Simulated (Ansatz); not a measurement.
WC:

```
W C
1.0
     0.00000    2.19268    2.19268
     2.19268    0.00000    2.19268
     2.19268    2.19268    0.00000
W C
1 1
Cartesian
  0.0000 0.0000 0.0000
  2.1927 2.1927 2.1927
```

Measurements of this composition are mostly on another form, of space group No. 187.

Base run:

```yaml
Program: Ansatz 0.2.0
Functional: LDA
Potentials_or_basis: Ansatz PAW
Cutoff: "420 eV (not typed: the program's choice for these potentials)"
k_mesh: 10 × 10 × 10
Occupations: fermi-dirac, width 0.05 eV
Spin: no spin polarisation
Hubbard_terms: W d U = 8 eV
```

Its results: band gap on the k mesh none (metal or under the smearing width); pressure -14.7 GPa.

Q: The run is repeated on the same cell with these changes: hubbard terms from W d U = 8 eV to W d U = 5 eV. What comes out?

A: Band gap on the k mesh none (metal or under the smearing width); pressure -15.4 GPa.

Caveats: U without spin polarisation on a metal has little footing; the PAW data sets come from PBE, with cores solved anew for the run's functional, which leaves a small shift of forces and pressure; the U is typed as a test and isn't derived for this compound.
